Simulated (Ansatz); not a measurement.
Theory: DFT PBE, scalar-relativistic, plane waves, PAW (Ansatz 0.2.0). Settings: cutoff 420 eV, Γ-centred meshes spaced at most about 0.3 Å⁻¹, and about 0.25 Å⁻¹ or finer for metals (2π included), Gaussian smearing. No spin polarisation.

These are static total energies at zero pressure.

Problem. Which of these relaxed structures of Li2H is the lowest in energy?
1. Space group Cmmm (No. 65), orthorhombic, a = 2.732 Å, b = 5.462 Å, c = 5.323 Å. Li is surrounded by 2 H at 1.86 Å, 1 Li at 2.53 Å and 3 Li at 2.73–2.79 Å; H has 4 Li at 1.86 Å.
2. Space group P-6m2 (No. 187), hexagonal, a = 2.798 Å, c = 5.210 Å. Around Li lie 3 H at 2.04 Å, 1 Li at 2.50 Å and 7 Li at 2.71–2.80 Å; H is surrounded by 6 Li at 2.04 Å.

Solution. 2. The other, cell 1, lies 22 meV/atom higher. Counting H atoms around Li (those within 1.25 times the shortest such distance or 1.15 times the sum of covalent radii): cell 2 has Li 3; cell 1 has Li 2. Both come from invented guesses. Shaken at random and relaxed again, cell 2 falls into a cell with the anti-3R molybdenite type, space group R3m (No. 160), 16 meV/atom lower, so it is a saddle point or a shallow minimum. The lowest form computed isn't among them: it has the anti-cadmium iodide type, space group P-3m1 (No. 164), 11.6 Å³/atom and lies 53 meV/atom below the best shown.

The k mesh leaves some 4 meV/atom of noise in the energy of each metallic cell. With hydrogen, zero-point motion can shift such differences by 10 meV/atom or more. Cells without such a test can be saddle points. Some candidate types were left out of the draw beforehand, so a known form may be missing.
